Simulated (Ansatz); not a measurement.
Relativity in BP

```yaml
crystal:
  lattice:
    - [0.00000, 2.26900, 2.26900]
    - [2.26900, 0.00000, 2.26900]
    - [2.26900, 2.26900, 0.00000]
  atoms:
    - { symbol: B, position: [0.00000, 0.00000, 0.00000] }
    - { symbol: P, position: [0.75000, 0.75000, 0.75000] }
```

Atoms are numbered in the order listed.

The cell is COD entry 9008835, as deposited and not checked against the literature; nothing was relaxed.

One fixed cell is solved with PBE by LAPW (all electrons) in Ansatz 0.2.0 under different relativistic treatments. Pressure is positive in compression.

Numerical set-up: a Γ-centred 15×15×15 k mesh, Fermi–Dirac smearing of 0.05 eV, basis error target 1 meV/atom, no spin polarisation.

| setting | P (GPa) | gap over the k mesh and a high-symmetry path (eV) | lowest level at Γ above −25 eV, from the valence-band top or, without a gap, the Fermi level (eV) |
| --- | --- | --- | --- |
| scalar-relativistic | ? | 1.25 | -15.46 |
| non-relativistic | ? | 1.26 | -15.41 |

What belongs in the row "non-relativistic", column "P (GPa)"?

1.14.

Fill in "P (GPa)" for the row "scalar-relativistic".

1.09.
